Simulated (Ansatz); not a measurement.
System: LaAlO3 (R-3c, No. 167). Method: r²SCAN+rVV10 in Ansatz (PAW).

Numerical settings: plane-wave cutoff 560 eV, 8×8×8 k mesh, Fermi–Dirac smearing 0.01 eV, scalar-relativistic PAW data made under PBE.

Cell (relaxed at this level):

```xyz
10
Lattice="2.6761 1.5450 4.3583 -2.6761 1.5450 4.3583 0.0000 -3.0900 4.3583" Properties=species:S:1:pos:R:3 pbc="T T T"
La     0.0000     0.0000     3.2687
La     0.0000     0.0000     9.8061
Al     0.0000     0.0000     0.0000
Al     0.0000     0.0000     6.5374
O      0.1473     1.5450     7.6269
O     -1.4117    -0.6449     7.6269
O      1.2644    -0.9001     7.6269
O     -0.1473    -1.5450     5.4478
O      1.4117     0.6449     5.4478
O     -1.2644     0.9001     5.4478
```

Estimate the band gap that the calculation returns.


- band gap: 4.33 eV (on the SCF k mesh)

Spin–orbit coupling is not included.

The computed numbers hold no vibrational or temperature effects.

Ansatz is a program for electronic structure.
